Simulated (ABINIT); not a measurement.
Runs of ABINIT 10.8.3 (patched build) on Ga. The structure is monoclinic, space group P2_1/m (No. 11). The conventional cell has a = 2.778 Å, b = 3.282 Å, c = 4.210 Å, α = 90.00°, β = 108.61°, γ = 90.00°. Around Ga (site symmetry m) lie 8 Ga at 2.71 to 2.84 Å. This isn't the form of Ga at room conditions, which is orthorhombic.

```tsv
level	dispersion computed by	gap on the mesh (eV)	pressure (GPa)	relaxed volume (Å³/atom)	largest force (eV/Å)
PBE+D3(BJ)	simple-dftd3 1.7.0	none	0.0	18.24	0.01
PBE+D4	dftd4 4.3.1	none	0.0	17.85	0.03
PBE+D3	simple-dftd3 1.7.0	none	0.1	(a)	0.03
PBE	-	none	0.0	19.16	0.02
```

Alike in all rows: task relaxation of cell and atoms; potentials or basis JTH PAW PBE v2.0; no spin polarisation; cell relaxed; k mesh 6 × 5 × 5; cutoff (eV) 463; smearing fermi-dirac 0.05 eV; the mesh is coarse, so values aren't converged.

Problem. Estimate the missing entries.

Solution. (a) 18.60.

Caveats: all runs use coarse meshes; pairwise dispersion overbinds metals, which lowers pressure and volume (some runs).

A k mesh can miss the band edges, and the runs leave out spin-orbit coupling on Ga.

A gap of «none» marks a metal or a gap under the smearing width.
